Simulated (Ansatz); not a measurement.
**MgO in Ansatz: the effect of functional**

Crystal: MgO.

```
Mg O
1.0
     3.28559    0.00000    0.00000
    -1.64279    2.84540    0.00000
     0.00000    0.00000    4.94944
Mg O
2 2
Cartesian
  1.6428 0.9485 2.4854
  0.0000 1.8969 0.0107
  1.6428 0.9485 4.4666
  0.0000 1.8969 1.9919
```

Measurements of this composition are mostly on another form, of space group No. 225.

The cell isn't the ideal one: volume scaled by 0.98.

Alike in all runs:

* Program: Ansatz 0.2.0
* Task: single point
* Potentials or basis: Ansatz PAW
* k mesh: 9 × 9 × 6
* Occupations: fermi-dirac, width 0.05 eV
* Spin: no spin polarisation

Problem. One run gave: gap on the mesh 3.45 eV; pressure 2.9 GPa; largest force 0.01 eV/Å. Which functional did it use?
A. LDA
B. PBEsol
C. r2SCAN

Solution. B.

```tsv
functional	cutoff	gap on the mesh (eV)	pressure (GPa)	largest force (eV/Å)
LDA	420 eV (not typed: the program's choice for these potentials)	3.47	-1.9	0.02
PBEsol	420 eV (not typed: the program's choice for these potentials)	3.45	2.9	0.01
r2SCAN	500 eV (not typed: the program's choice for these potentials)	4.26	2.1	0.01
```

Caveats: odd divisions of the mesh miss points on the zone boundary, where band edges often lie, so the gap on the mesh can be too wide; the PAW data sets come from PBE, with cores solved anew for the run's functional, which leaves a small shift of forces and pressure.

A k mesh can miss the band edges.
